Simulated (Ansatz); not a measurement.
```
CELL_PARAMETERS angstrom
      4.12190     0.00000     0.00000
      0.00000     4.12190     0.00000
      0.00000     0.00000     4.12190
ATOMIC_POSITIONS crystal
  Ba 0.50000 0.50000 0.50000
  Sn 0.00000 0.00000 0.00000
  O  0.00000 0.50000 0.00000
  O  0.50000 0.00000 0.00000
  O  0.00000 0.00000 0.50000
```

The numbers are results of PBEsol, rigid bands (plane waves, PAW, scalar-relativistic; Ansatz, an electronic-structure program), not measurements. Cell: cell and atoms relaxed with PBEsol.

Question: What conductivity effective mass do dilute electrons have at 300 K?

Answer: 0.169 mₑ.

Question: What conductivity effective mass do dilute holes have at 300 K?

Answer: 1.91 mₑ.

Question: And the band gap?

Answer: 0.86 eV at this level; semilocal functionals usually fall short of the measured gap.

Rigid bands, one relaxation time for all states, no polarons. Spin-orbit coupling is left out; where it splits the top of the valence band it changes the hole mass and lowers the gap by about a third of the splitting.
